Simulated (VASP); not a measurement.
# ScAl3 (Pm-3m) in VASP: notebook

Runs on ScAl3. Level: PBEsol. Tasks: single point.

Program: VASP 6.6.1. These are calculated values, not measurements. Logs are shortened: lines on timing, memory, paths and dates and some standing lists are left out, and cuts for length are marked.

## Step 1: The structure

The structure is cubic, space group Pm-3m (No. 221). The conventional cell has a = 4.073 Å, b = 4.073 Å, c = 4.073 Å, α = 90.00°, β = 90.00°, γ = 90.00°. Around Sc (site symmetry m-3m) lie 12 Al at 2.88 Å. Al (site symmetry 4/mmm) has 4 Sc at 2.88 Å and 8 Al at 2.88 Å as nearest neighbours.

The cell is a database's computed one.

## Step 2: Single point, PBEsol

The input, INCAR:

```
SYSTEM = ScAl3
PREC = Accurate
ENCUT = 700
EDIFF = 1E-6
ISMEAR = 0
SIGMA = 0.1
LREAL = .False.
LASPH = .True.
NELM = 100
ALGO = Normal
ISIF = 2
LWAVE = .False.
LCHARG = .False.
GGA = PS
NBANDS = 18
```

The input, KPOINTS:

```
regular mesh
0
Gamma
  10 10 10
  0 0 0
```

The input, POSCAR:

```
ScAl3
1.0
    4.0730600000      0.0000000000      0.0000000000
    0.0000000000      4.0730600000      0.0000000000
    0.0000000000      0.0000000000      4.0730600000
Sc Al
1 3
Direct
    0.0000000000      0.0000000000      0.0000000000
    0.5000000000      0.0000000000      0.5000000000
    0.0000000000      0.5000000000      0.5000000000
    0.5000000000      0.5000000000      0.0000000000
```

Potentials or basis: VASP PAW PBE potentials, release 64 (Sc_sv, Al).

Run with:

```sh
$ cat potpaw_PBE.64/Sc_sv/POTCAR potpaw_PBE.64/Al/POTCAR > POTCAR
$ mpirun -np 1 vasp_std > vasp.out
```

OUTCAR:

```text
SYSTEM = ScAl3
   PREC = Accurate
   ENCUT = 700
   EDIFF = 1E-6
   ISMEAR = 0
   LREAL = .False.
   LASPH = .True.
   NELM = 100
   ISIF = 2
   GGA = PS

 ion  position               nearest neighbor table
   1  0.000  0.000  0.000-   2 2.88   3 2.88   4 2.88   2 2.88   3 2.88   3 2.88   4 2.88   3 2.88
                             2 2.88   4 2.88   2 2.88   4 2.88
   2  0.500  0.000  0.500-   1 2.88   3 2.88   4 2.88   1 2.88   4 2.88   3 2.88   4 2.88   4 2.88
                             1 2.88   3 2.88   1 2.88   3 2.88
   3  0.000  0.500  0.500-   1 2.88   2 2.88   4 2.88   1 2.88   4 2.88   1 2.88   2 2.88   1 2.88
                             2 2.88   4 2.88   4 2.88   2 2.88
   4  0.500  0.500  0.000-   1 2.88   2 2.88   3 2.88   2 2.88   3 2.88   1 2.88   2 2.88   2 2.88
                             1 2.88   3 2.88   3 2.88   1 2.88

  LATTYP: Found a simple cubic cell.
 ALAT       =     4.0730600000

  Lattice vectors:

 A1 = (   4.0730600000,   0.0000000000,   0.0000000000)
 A2 = (   0.0000000000,   4.0730600000,   0.0000000000)
 A3 = (   0.0000000000,   0.0000000000,   4.0730600000)

Analysis of symmetry for initial positions (statically):
=====================================================================
 Subroutine PRICEL returns:
 Original cell was already a primitive cell.

 Routine SETGRP: Setting up the symmetry group for a
 simple cubic supercell.

 Subroutine GETGRP returns: Found 48 space group operations
 (whereof 48 operations were pure point group operations)
 out of a pool of 48 trial point group operations.

The static configuration has the point symmetry O_h .

Analysis of symmetry for dynamics (positions and initial velocities):
=====================================================================
 Subroutine PRICEL returns:
 Original cell was already a primitive cell.

 Routine SETGRP: Setting up the symmetry group for a
 simple cubic supercell.

 Subroutine GETGRP returns: Found 48 space group operations
 (whereof 48 operations were pure point group operations)
 out of a pool of 48 trial point group operations.

The dynamic configuration has the point symmetry O_h .

 Subroutine INISYM returns: Found 48 space group operations
 (whereof 48 operations are pure point group operations),
 and found     1 'primitive' translations

----------------------------------------------------------------------------------------

                                     Primitive cell

  volume of cell :      67.5713

  direct lattice vectors                    reciprocal lattice vectors
     4.073060000  0.000000000  0.000000000     0.245515657  0.000000000  0.000000000
     0.000000000  4.073060000  0.000000000     0.000000000  0.245515657  0.000000000
     0.000000000  0.000000000  4.073060000     0.000000000  0.000000000  0.245515657

  length of vectors
     4.073060000  4.073060000  4.073060000     0.245515657  0.245515657  0.245515657

  position of ions in fractional coordinates (direct lattice)
     0.000000000  0.000000000  0.000000000
     0.500000000  0.000000000  0.500000000
     0.000000000  0.500000000  0.500000000
     0.500000000  0.500000000  0.000000000

  ion indices of the primitive-cell ions
   primitive index   ion index
                 1           1
                 2           2
                 3           3
                 4           4

----------------------------------------------------------------------------------------

 KPOINTS: regular mesh

Automatic generation of k-mesh.
 Grid dimensions read from file:
 generate k-points for:   10   10   10

 Generating k-lattice:

  Cartesian coordinates                     Fractional coordinates (reciprocal lattice)
     0.024551566  0.000000000  0.000000000     0.100000000  0.000000000  0.000000000
     0.000000000  0.024551566  0.000000000     0.000000000  0.100000000  0.000000000
     0.000000000  0.000000000  0.024551566     0.000000000  0.000000000  0.100000000

  Length of vectors
     0.024551566  0.024551566  0.024551566

  Shift w.r.t. Gamma in fractional coordinates (k-lattice)
     0.000000000  0.000000000  0.000000000

 Subroutine IBZKPT returns following result:
 ===========================================

 Found     56 irreducible k-points:

 Following reciprocal coordinates:
            Coordinates               Weight
  0.000000  0.000000  0.000000      1.000000
  0.100000  0.000000  0.000000      6.000000
  0.200000  0.000000  0.000000      6.000000
  0.300000  0.000000  0.000000      6.000000
  0.400000  0.000000  0.000000      6.000000
  0.500000  0.000000  0.000000      3.000000
[... 16 lines left out ...]
  0.200000  0.100000  0.100000     24.000000
  0.300000  0.100000  0.100000     24.000000
 [... further k-points ...]
   k-points           NKPTS =     56   k-points in BZ     NKDIM =     56   number of bands    NBANDS=     18
   number of dos      NEDOS =    301   number of ions     NIONS =      4
   total plane-waves  NPLWV =  46656
   dimension x,y,z NGX =    36 NGY =   36 NGZ =   36
   dimension x,y,z NGXF=    72 NGYF=   72 NGZF=   72
   ions per type =               1   3
   NGX,Y,Z   is equivalent  to a cutoff of  14.69, 14.69, 14.69 a.u.
   NGXF,Y,Z  is equivalent  to a cutoff of  29.39, 29.39, 29.39 a.u.
 SYSTEM =  ScAl3
   PREC   = accura    normal or accurate (medium, high low for compatibility)
   ISTART =      0    job   : 0-new  1-cont  2-samecut
   ICHARG =      2    charge: 1-file 2-atom 10-const
   ISPIN  =      1    spin polarized calculation?
   LNONCOLLINEAR =      F non collinear calculations
   LSORBIT =      F    spin-orbit coupling
   LASPH  =      T    aspherical Exc in radial PAW
   ENCUT  =  700.0 eV  51.45 Ry    7.17 a.u.   8.79  8.79  8.79*2*pi/ulx,y,z
   NELM   =    100;   NELMIN=  2; NELMDL= -5     # of ELM steps
   EDIFF  = 0.1E-05   stopping-criterion for ELM
[... 8 lines left out ...]
   TEBEG  =    0.0;   TEEND  =   0.0 temperature during run
   PSTRESS=    0.0 pullay stress
   NELECT =      20.0000    total number of electrons
   NUPDOWN=      -1.0000    fix difference up-down
   EMIN   =  10.00;   EMAX   =-10.00  energy-range for DOS
   EFERMI =   0.00;   METHOD = LEGACY
   ISMEAR =     0;   SIGMA  =   0.10  broadening in eV -4-tet -1-fermi 0-gaus
   EFERMI_NEDOS =   21; number of points for ismear=-14 and -15
   IALGO  =     38    algorithm
   IMIX   =      4    mixing-type and parameters
     AMIX     =   0.40;   BMIX     =  1.00
     AMIX_MAG =   1.60;   BMIX_MAG =  1.00
  volume/ion in A,a.u.               =      16.89       114.00
  Fermi-wavevector in a.u.,A,eV,Ry     =   1.091015  2.061719 16.195199  1.190314
  Thomas-Fermi vector in A             =   2.227251
   LORBIT       =      0    0 simple, 1 ext, 2 COOP (PROOUT), +10 PAW based schemes
   GGA     = PS    functional components
   LHFCALC =     F    Hartree Fock is set to
   AEXX    =    0.0000 exact exchange contribution
   IVDW    =     0    specifies the selected vdW correction
   LEPSILON=     F    determine dielectric tensor
   LRPA    =     F    only Hartree local field effects (RPA)
 non-spin polarized calculation
 Gauss-broadening in eV      SIGMA  =   0.10
  energy-cutoff  :      700.00
  volume of cell :       67.57
 maximum number of plane-waves:      2897
 NGX is ok and might be reduce to    36
   NGX = 17   NGY = 17   NGZ = 17

 number of electron      20.0000003 magnetization

 Free energy of the ion-electron system (eV)
  ---------------------------------------------------
  ext. energy  EPLUGINS =         0.00000000
  ---------------------------------------------------
  free energy    TOTEN  =       -20.76761349 eV

  energy without entropy =      -20.76204774  energy(sigma->0) =      -20.76483062

 E-fermi :   7.3124     XC(G=0): -10.5413

 val. band max:        7.3094965615   @ k =   0.3000   0.0000   0.0000
 cond. band min:       7.3461230628   @ k =   0.5000   0.3000   0.2000
 fundamental gap:      0.0366265013
 Fermi energy:         7.3124308413

 k-point     1 :       0.0000    0.0000    0.0000
  band No.  band energies     occupation
      1     -41.4056      2.00000
      2     -20.2089      2.00000
      3     -20.2089      2.00000
      4     -20.2089      2.00000
      5      -2.7796      2.00000
      6       4.6615      2.00000
[... 10 lines left out ...]
     17      12.6593      0.00000
     18      12.6593      0.00000

 k-point     2 :       0.1000    0.0000    0.0000
  band No.  band energies     occupation
      1     -41.4055      2.00000
      2     -20.2123      2.00000
      3     -20.2087      2.00000
      4     -20.2087      2.00000
      5      -2.6864      2.00000
      6       3.8920      2.00000
[... 10 lines left out ...]
     17      12.7355      0.00000
     18      12.7355      0.00000

 k-point     3 :       0.2000    0.0000    0.0000
  band No.  band energies     occupation
      1     -41.4051      2.00000
      2     -20.2211      2.00000
      3     -20.2080      2.00000
      4     -20.2080      2.00000
      5      -2.4098      2.00000
      6       2.7343      2.00000
[... 10 lines left out ...]
     17      12.5995      0.00000
     18      12.7251      0.00000

 k-point     4 :       0.3000    0.0000    0.0000
  band No.  band energies     occupation
      1     -41.4047      2.00000
      2     -20.2319      2.00000
      3     -20.2071      2.00000
      4     -20.2071      2.00000
      5      -1.9598      2.00000
      6       1.5904      2.00000
[... 10 lines left out ...]
     17      12.0429      0.00000
     18      13.1973      0.00000

 k-point     5 :       0.4000    0.0000    0.0000
  band No.  band energies     occupation
      1     -41.4043      2.00000
      2     -20.2407      2.00000
      3     -20.2065      2.00000
      4     -20.2065      2.00000
      5      -1.3663      2.00000
      6       0.5644      2.00000
[... 10 lines left out ...]
     17      11.5628      0.00000
     18      12.6864      0.00000

 k-point     6 :       0.5000    0.0000    0.0000
  band No.  band energies     occupation
      1     -41.4042      2.00000
      2     -20.2440      2.00000
      3     -20.2062      2.00000
      4     -20.2062      2.00000
      5      -0.8884      2.00000
      6      -0.0597      2.00000
[... 10 lines left out ...]
     17      11.3822      0.00000
     18      12.5704      0.00000

 k-point     7 :       0.1000    0.1000    0.0000
  band No.  band energies     occupation
      1     -41.4053      2.00000
      2     -20.2122      2.00000
      3     -20.2118      2.00000
      4     -20.2084      2.00000
      5      -2.5938      2.00000
      6       3.8174      2.00000
[... 10 lines left out ...]
     17      12.8405      0.00000
     18      13.1643      0.00000

 k-point     8 :       0.2000    0.1000    0.0000
  band No.  band energies     occupation
      1     -41.4050      2.00000
      2     -20.2208      2.00000
      3     -20.2113      2.00000
      4     -20.2077      2.00000
      5      -2.3189      2.00000
      6       2.8014      2.00000
[... 10 lines left out ...]
     17      12.6209      0.00000
     18      12.8437      0.00000
[... 229 lines left out ...]
     17      11.7267      0.00000
     18      13.2107      0.00000

 k-point    20 :       0.5000    0.4000    0.0000
  band No.  band energies     occupation
      1     -41.4030      2.00000
      2     -20.2395      2.00000
      3     -20.2359      2.00000
      4     -20.2038      2.00000
      5       0.2065      2.00000
      6       1.2993      2.00000
[... 10 lines left out ...]
     17      12.0680      0.00000
     18      12.9412      0.00000

 k-point    21 :       0.5000    0.5000    0.0000
  band No.  band energies     occupation
      1     -41.4028      2.00000
      2     -20.2391      2.00000
      3     -20.2391      2.00000
      4     -20.2035      2.00000
      5       0.5097      2.00000
      6       1.6645      2.00000
[... 10 lines left out ...]
     17      12.6924      0.00000
     18      12.7246      0.00000

 k-point    22 :       0.1000    0.1000    0.1000
  band No.  band energies     occupation
      1     -41.4052      2.00000
      2     -20.2121      2.00000
      3     -20.2115      2.00000
      4     -20.2115      2.00000
      5      -2.5017      2.00000
      6       3.8795      2.00000
[... 10 lines left out ...]
     17      12.8888      0.00000
     18      12.9485      0.00000

 k-point    23 :       0.2000    0.1000    0.1000
  band No.  band energies     occupation
      1     -41.4049      2.00000
      2     -20.2204      2.00000
      3     -20.2112      2.00000
      4     -20.2108      2.00000
      5      -2.2285      2.00000
      6       2.8670      2.00000
[... 10 lines left out ...]
     17      12.3612      0.00000
     18      12.7588      0.00000

 k-point    24 :       0.3000    0.1000    0.1000
  band No.  band energies     occupation
      1     -41.4044      2.00000
      2     -20.2311      2.00000
      3     -20.2103      2.00000
      4     -20.2099      2.00000
      5      -1.7847      2.00000
      6       1.7448      2.00000
[... 10 lines left out ...]
     17      12.1786      0.00000
     18      12.9652      0.00000

 [... further k-points ...]
[... 5 lines left out ...]
  --------------------------------------------------------------------------------------
  -------------------------------------------------------------------------------------
  Total       -0.0039091     -0.0039091     -0.0039091      0.0000000     -0.0000000      0.0000000
  in kB       -0.0926894     -0.0926894     -0.0926894      0.0000000     -0.0000000      0.0000000
  external PRESSURE =      -0.0926894 kB  Pullay stress =       0.0000000 kB

 VOLUME and BASIS-vectors are now :
 -----------------------------------------------------------------------------
  energy-cutoff  :      700.00
  volume of cell :       67.57
      direct lattice vectors                 reciprocal lattice vectors
     4.073060000  0.000000000  0.000000000     0.245515657  0.000000000  0.000000000
     0.000000000  4.073060000  0.000000000     0.000000000  0.245515657  0.000000000
     0.000000000  0.000000000  4.073060000     0.000000000  0.000000000  0.245515657

 POSITION                                       TOTAL-FORCE (eV/Angst)
 -----------------------------------------------------------------------------------
      0.00000      0.00000      0.00000         0.000000      0.000000      0.000000
      2.03653      0.00000      2.03653         0.000000      0.000000      0.000000
      0.00000      2.03653      2.03653         0.000000      0.000000      0.000000
      2.03653      2.03653      0.00000         0.000000      0.000000      0.000000
 -----------------------------------------------------------------------------------
    total drift:                                0.000000     -0.000000     -0.000000

  FREE ENERGIE OF THE ION-ELECTRON SYSTEM (eV)
  ---------------------------------------------------
  free  energy   TOTEN  =       -20.7676134938 eV

  energy  without entropy=      -20.7620477428  energy(sigma->0) =      -20.76483062
```

It took 73 s on 1 thread of Intel Xeon Platinum 8488C (Sapphire Rapids), shared host; peak memory 0.25 GiB.

Results:

```yaml
Free_energy: -20.7676 eV
Pressure: 0.0 GPa
Band_gap_on_the_k_mesh: none (metal or under the smearing width)
```

Levels at points of the mesh, in eV from the Fermi level:
```csv
k point,band 8,band 9,band 10,band 11,band 12,band 13
"(0.00, 0.00, 0.00)",-1.82,-1.82,-1.82,1.21,1.29,1.29
"(0.50, 0.00, 0.00)",-1.74,-1.52,0.93,1.01,1.01,1.33
"(0.50, 0.50, 0.00)",-4.40,-0.56,-0.56,1.20,1.36,2.07
"(0.50, 0.50, 0.50)",-4.53,-2.97,-2.97,-2.97,0.93,2.62
```

Caveat: the PAW data sets were made with another functional, which shifts forces and pressure a little.

## Step 3: Single point, PBEsol

INCAR, as its differences from that of step 2:

```diff
@@ -2,3 +2,3 @@
 PREC = Accurate
-ENCUT = 700
+ENCUT = 520
 EDIFF = 1E-6
```

The input, KPOINTS:

```
regular mesh
0
Gamma
  16 16 16
  0 0 0
```

POSCAR is that of step 2.

Potentials or basis: VASP PAW PBE potentials, release 64 (Sc_sv, Al).

Run with:

```sh
$ cat potpaw_PBE.64/Sc_sv/POTCAR potpaw_PBE.64/Al/POTCAR > POTCAR
$ mpirun -np 1 vasp_std > vasp.out
```

It took 2.1 min on 1 thread of Intel Xeon Platinum 8488C (Sapphire Rapids), shared host; peak memory 0.3 GiB.

Results (log left out):

```yaml
Free_energy: -20.7681 eV
Pressure: 0.0 GPa
Band_gap_on_the_k_mesh: none (metal or under the smearing width)
```

Levels at points of the mesh, in eV from the Fermi level:
```
           k point  band 8  band 9  band 10  band 11  band 12  band 13
(0.00, 0.00, 0.00)   -1.81   -1.81    -1.81     1.22     1.30     1.30
(0.50, 0.00, 0.00)   -1.73   -1.51     0.94     1.02     1.02     1.34
(0.50, 0.50, 0.00)   -4.40   -0.55    -0.55     1.21     1.37     2.08
(0.50, 0.50, 0.50)   -4.52   -2.96    -2.96    -2.96     0.94     2.63
```

Caveat: the PAW data sets were made with another functional, which shifts forces and pressure a little.

## Step 4: Single point, PBEsol

INCAR, as its differences from that of step 3:

```diff
@@ -5,3 +5,3 @@
 ISMEAR = 0
-SIGMA = 0.1
+SIGMA = 0.5
 LREAL = .False.
```

The input, KPOINTS:

```
regular mesh
0
Gamma
  10 10 10
  0 0 0
```

POSCAR is that of step 3.

Run with:

```sh
$ cat potpaw_PBE.64/Sc_sv/POTCAR potpaw_PBE.64/Al/POTCAR > POTCAR
$ mpirun -np 1 vasp_std > vasp.out
```

It took 44 s on 1 thread of Intel Xeon Platinum 8488C (Sapphire Rapids), shared host; peak memory 0.2 GiB.

It converged, with:

```yaml
Free_energy: -20.8464 eV
Pressure: 0.3 GPa
Band_gap_on_the_k_mesh: none (metal or under the smearing width)
```

Levels at points of the mesh, in eV from the Fermi level:
```
           k point  band 6  band 7  band 8  band 9  band 10  band 11  band 12  band 13  band 14  band 15
(0.00, 0.00, 0.00)   -2.64   -2.64   -1.80   -1.80    -1.80     1.23     1.30     1.30     1.30     4.88
(0.50, 0.00, 0.00)   -7.36   -1.73   -1.73   -1.51     0.95     1.03     1.03     1.35     1.64     2.19
(0.50, 0.50, 0.00)   -5.63   -5.63   -4.39   -0.55    -0.55     1.22     1.38     2.08     2.52     3.48
(0.50, 0.50, 0.50)   -4.80   -4.80   -4.50   -2.95    -2.95    -2.95     0.94     2.63     2.63     4.10
```

Caveat: the PAW data sets were made with another functional, which shifts forces and pressure a little.

## Step 5: Summary

```tsv
k mesh	cutoff (eV)	smearing	gap on the mesh (eV)	pressure (GPa)
10 × 10 × 10	700	gaussian 0.1 eV	none	0.0
16 × 16 × 16	520	gaussian 0.1 eV	none	0.0
10 × 10 × 10	520	gaussian 0.5 eV	none	0.3
```

Alike in all rows: task single point; level PBEsol; potentials or basis VASP PAW PBE potentials, release 64 (Sc_sv, Al); no spin polarisation; cell as given.

Every run on the cell as given and a fine mesh finds a metal.

Caveats: the PAW data sets were made with another functional, which shifts forces and pressure a little.

Total energies depend on the potentials used, so only differences within one code and one set of settings carry meaning.
